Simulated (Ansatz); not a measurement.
# Al5P: one candidate of a structure search, part 2 of 2

Aim: relax a trial structure of Al5P and see where it ends.

Ansatz 0.2.0; DFT PBE, scalar-relativistic, plane waves, PAW. The steps go on from the part before.

## Step 4: Final relaxation

The end of the coarse run is made exact in the group found at a tolerance of 0.06 Å and reduced to its primitive cell.

input.yaml reads:

```yaml
crystal:
  lattice:
    - [0.0, 3.7200905867, 3.7200905867]
    - [3.7200905867, 0.0, 3.7200905867]
    - [3.7200905867, 3.7200905867, 0.0]
  atoms:
    - { symbol: Al, position: [0.25, 0.25, 0.25] }
    - { symbol: Al, position: [0.6244727678, 0.6244727678, 0.6244727678] }
    - { symbol: Al, position: [0.1265816967, 0.6244727678, 0.6244727678] }
    - { symbol: Al, position: [0.6244727678, 0.1265816967, 0.6244727678] }
    - { symbol: Al, position: [0.6244727678, 0.6244727678, 0.1265816967] }
    - { symbol: P, position: [0.0, 0.0, 0.0] }
basis:
  ecutwfc: 420
kpoints:
  mp_grid: { grid: [10, 10, 10] }
hamiltonian:
  xc: pbe
scf:
  occupations: { method: gaussian, width: 0.1 }
output:
  forces: true
  stress: true
  eigenvalues: true
  write_density: true
  write_potential: true
  elf: true
  volumetric_format: npy
relax:
  adjacent_minimum: "off"
  f_tol: 0.01
  max_steps: 80
  cell: { stress_tol: 0.05 }
```

Run with:

```console
> ansatz run input.yaml --threads 1 --pin off --max-ram 2048MiB --backend cpu --events-out ev --progress --plain --runs-dir out
```

What it wrote, shortened:

```text
Warning: RAYON_NUM_THREADS=1 ignored (pool sized by the plan → 1); use --threads N
[...]
Pseudopotentials: kind: paw
Pseudopotential: Al, paw, valence charge 3, recommended cutoff 420 eV (normal), Al.paw.azcp
Pseudopotential: P, paw, valence charge 5, recommended cutoff 420 eV (normal), P.paw.azcp
Functional definition: PBE
[...]
Crystal: 6 atoms, lattice volume = 102.965 Å³
Basis set: ecut = 420 eV, 1989 PW (Γ), exchange–correlation on 72×72×72 points (8 copies of the dense FFT grid, shifted against one another)
Bands: 16, of which v1, the nominal top of the filled ones, is band 10 counted from 1 (9 counted from 0)
Symmetry: 24 space group operations
Space group: F-43m (ITA 216), of the structure as read, at distance tolerance 4.7e-5 Å
k-points: 47 of 1000 (time reversal used)
[...]
--- Relaxed structure (2 steps of the walk, 2 accepted, 1 SCFs on fresh bases) ---
  F+E_penalty+E_count = -3441.34650199 eV   max|allowed force component| = 2.686e-5 eV/Å   (the final SCF, on the basis selected at the relaxed cell)
  cell:  # Å, volume = 103.0489 Å³
    - [9.681206862501621e-34, 3.7210975241453723, 3.7210975241453723]
    - [3.7210975241453723, 1.8852876521713683e-33, 3.7210975241453723]
    - [3.7210975241453723, 3.7210975241453723, 2.140056253816148e-33]
  atoms:
    - { symbol: Al, position: [0.25, 0.25, 0.25] }
    - { symbol: Al, position: [0.624686696285289, 0.624686696285289, 0.624686696285289] }
    - { symbol: Al, position: [0.12593991114413305, 0.624686696285289, 0.6246866962852891] }
    - { symbol: Al, position: [0.624686696285289, 0.12593991114413305, 0.6246866962852891] }
    - { symbol: Al, position: [0.624686696285289, 0.624686696285289, 0.12593991114413305] }
    - { symbol: P, position: [1.9429673323219676e-20, 9.714836661610378e-21, 9.714836661610347e-21] }
```

Wall time 22 s (1 thread of AMD EPYC 7R13 (Zen 3), shared host); peak memory 0.41 GiB.

The steps of the relaxation:

```csv
step,E - E(step 1) (eV/cell),largest force component (eV/Å),pressure (GPa),volume (Å³)
1,0.0000,0.0411,0.08,102.97
2,-0.0004,0.0000,0.02,103.05
3,-0.0004,0.0000,0.02,103.05
```

Step 1 is the start. Step 3 repeats the geometry before it on a plane-wave basis chosen anew for that cell, so its energy need not be comparable with the rows above.

Lengths and angles in the start's conventional setting:

|  | before | after | change |
| --- | --- | --- | --- |
| a (Å) | 7.440 | 7.442 | 0.0 % |
| b (Å) | 7.440 | 7.442 | 0.0 % |
| c (Å) | 7.440 | 7.442 | 0.0 % |
| volume (Å³/atom) | 17.16 | 17.17 | +0.1 % |
| shortest distance (Å) | 2.619 | 2.625 | +0.2 % |
| space group (0.01 Å) | F-43m | F-43m | same |

Forces and stress were held to the start's 24 operations: a distortion of lower symmetry was not tested.

Axes a, b and c in the maps are those of this run's conventional cell (a, b, c = 7.442, 7.442, 7.442 Å).

Density in a lattice plane of the grid's cell (edges 7.44 and 7.44 Å, at 0.125 of the third edge), which holds Al.

Ten even steps from ' ' (0.07 e/Å³) to '@' (0.48 e/Å³):
```
%%##==::......::::------==--::....::::..::--++##
====::..........::::::----::      ..::::::::--==
::..........::::::::::::--..      ::--::::::::::
..........::::::::::::::::::....::--==----::::..
........::::::::::........::::----======----::::
::::::::::::::::............::::----==--::....::
--::::::::::::..........::::::::::::--::      ..
----::::::..........::======--::::::::..      ::
==------::::......::==##%%##++--::..::::....::--
======----::......--**%%@@%%**--......::----====
==--::....::::..::--++##%%##==::......::::------
--::      ..::::::::--======::..........::::::--
--..      ::--::::::::::::..........::::::::::::
::::....::--==----::::............::::::::::::::
..::::----======----::::........::::::::::......
....::::----==--::....::::::::::::::::::........
::::::::::::--::      ..--::::::::::::..........
====--::::::::..      ::----::::::..........::==
%%##++--::..::::....::--==------::::......::==##
@@%%**--......::----==========----::......--**%%
```
Columns run along the first of these edges and rows up along the second, over one cell in 24 and 20 even steps from the bottom left corner. Atoms in the plane (fractional): Al at (0.12, 0.38), Al at (0.62, 0.88), Al at (0.38, 0.12), Al at (0.88, 0.62).

ELF in the same plane.

Ten even steps from ' ' (0.05) to '@' (0.80):
```
@@@@##==::::==++**######%%**::  ..==++==--++##@@
##**++--::--==********####::  ::  ..++++--==++##
==--::::--++**####****####::  ..  ::****==----==
--::::--++**##%%##**++****==..  ::**%%##**++==--
======++##########++======++++++##%%%%%%##++++++
****++**##%%##**++--::::----==++**##%%**::  ..==
####****####**++--::::--====----==****::  ..  ::
####********==--::--++**####++==--++++..  ..  ::
%%######**++==::::==##@@@@@@##++--==++==..  ::**
%%%%######**==----++%%@@@@@@%%++----==**######%%
%%**::  ..==++==--++##@@@@@@##==::::==++**######
##::  ::  ..++++--==++####**++--::--==********##
##::  ..  ::****==----====--::::--++**####****##
**==..  ::**%%##**++==----::::--++**##%%##**++**
==++++++##%%%%%%##++++++======++##########++====
----==++**##%%**::  ..==****++**##%%##**++--::::
====----==****::  ..  ::####****####**++--::::--
####++==--++++..  ..  ::####********==--::--++**
@@@@##++--==++==..  ::**%%######**++==::::==##@@
@@@@%%++----==**######%%%%%%######**==----++%%@@
```
Columns run along the first of these edges and rows up along the second, over one cell in 24 and 20 even steps from the bottom left corner. Atoms in the plane (fractional): Al at (0.12, 0.38), Al at (0.62, 0.88), Al at (0.38, 0.12), Al at (0.88, 0.62).

Both are smooth fields of the valence electrons: close to the nuclei they are not physical.

Outside the cores ELF peaks at 0.83 in the shell around P, 0.8 Å from P; 0.71 on the Al–Al line, 1.2 Å from Al; 0.71 beside Al, off the lines to its neighbours, 1.1 Å from Al.

## Step 5: Variant: ecutwfc 600 eV

input.yaml reads:

```yaml
crystal:
  lattice:
    - [0.0, 3.7210975241, 3.7210975241]
    - [3.7210975241, 0.0, 3.7210975241]
    - [3.7210975241, 3.7210975241, 0.0]
  atoms:
    - { symbol: Al, position: [0.25, 0.25, 0.25] }
    - { symbol: Al, position: [0.6246866963, 0.6246866963, 0.6246866963] }
    - { symbol: Al, position: [0.1259399111, 0.6246866963, 0.6246866963] }
    - { symbol: Al, position: [0.6246866963, 0.1259399111, 0.6246866963] }
    - { symbol: Al, position: [0.6246866963, 0.6246866963, 0.1259399111] }
    - { symbol: P, position: [0.0, 0.0, 0.0] }
basis:
  ecutwfc: "600 eV"
kpoints:
  mp_grid: { grid: [10, 10, 10] }
hamiltonian:
  xc: pbe
scf:
  occupations: { method: gaussian, width: 0.1 }
output:
  forces: true
  eigenvalues: true
  stress: true
```

Run with:

```console
> ansatz run input.yaml --threads 1 --pin off --max-ram 2048MiB --backend cpu --events-out ev --progress --plain --runs-dir out
```

What it wrote, shortened:

```text
Warning: RAYON_NUM_THREADS=1 ignored (pool sized by the plan → 1); use --threads N
[...]
Pseudopotentials: kind: paw
Pseudopotential: Al, paw, valence charge 3, recommended cutoff 420 eV (normal), Al.paw.azcp
Pseudopotential: P, paw, valence charge 5, recommended cutoff 420 eV (normal), P.paw.azcp
Functional definition: PBE
[...]
Crystal: 6 atoms, lattice volume = 103.049 Å³
Basis set: ecut = 600 eV, 3479 PW (Γ), exchange–correlation on 90×90×90 points (8 copies of the dense FFT grid, shifted against one another)
Bands: 16, of which v1, the nominal top of the filled ones, is band 10 counted from 1 (9 counted from 0)
Symmetry: 24 space group operations
Space group: F-43m (ITA 216), of the structure as read, at distance tolerance 4.7e-5 Å
k-points: 47 of 1000 (time reversal used)
[...]
SCF converged after 6 iterations
Free energy (F): -3441.348993 eV
[...]
E sigma→0 (E₀):  -3441.339261 eV
Entropy (-TS):   -0.019465 eV (-3.244 meV/atom)
Fermi energy:    7.664601 eV
[...]
--- Forces (eV/Å), atoms counted from 1 ---
  atom   1  Al     0.00000000    -0.00000000    -0.00000000
  atom   2  Al    -0.00000908    -0.00000908    -0.00000908
  atom   3  Al    -0.00000908     0.00000908     0.00000908
  atom   4  Al     0.00000908    -0.00000908     0.00000908
  atom   5  Al     0.00000908     0.00000908    -0.00000908
  atom   6  P      0.00000000    -0.00000000     0.00000000
[...]
--- Stress (GPa, compression-positive) ---
        0.019760      -0.000000      -0.000000
       -0.000000       0.019760       0.000000
       -0.000000       0.000000       0.019760
  P = ⅓ Tr σ = 0.0198 GPa (0.198 kbar)
--- Band table (eV; the first three rows and the last of 47) ---
  k-point 0: bands = ["-4.3137", "0.3103", "3.2607", "3.8413", "3.8413", "3.8413", "4.9706", "4.9706", "4.9706", "5.7569", "6.6882", "6.6882", "6.6882", "7.3109", "7.3109", "13.6850"]
[...]
```

It took 8.4 s on 1 thread of AMD EPYC 7R13 (Zen 3), shared host; peak memory 0.48 GiB.

| run | ending | energy change | pressure (GPa) | gap (eV) | force (eV/Å) | cycles | time |
| --- | --- | --- | --- | --- | --- | --- | --- |
| step 4 | converged | 0 | 0.0 | 0.00 | 0.00 | - | 22 s |
| variant | converged | -0.4 meV/atom | 0.0 | 0.00 | 0.00 | 6 | 8.4 s |

Changing the cutoff leaves the energy as it was (-0.4 meV/atom).

## Step 6: What came out

The summary covers parts 1 to 2. Changes of volume or cell count from the first structure of part 1.

| quantity | value |
| --- | --- |
| symmetry at the end (tolerance 0.05 Å) | space group F-43m (No. 216) |
| conventional cell | a = 7.442 Å, b = 7.442 Å, c = 7.442 Å, α = 90.00°, β = 90.00°, γ = 90.00° |
| volume | 17.17 Å³/atom |
| energy over the elements, black P | +0.31 eV/atom |
| gap on the mesh | none (metal) |

In words: The space group F-43m (No. 216) is kept, and the volume per atom grows by 6.8 % from the first guess. The formation energy is positive, so the separate elements lie lower. No finished test with a distortion of lower symmetry is shown, so the end may be a saddle point.
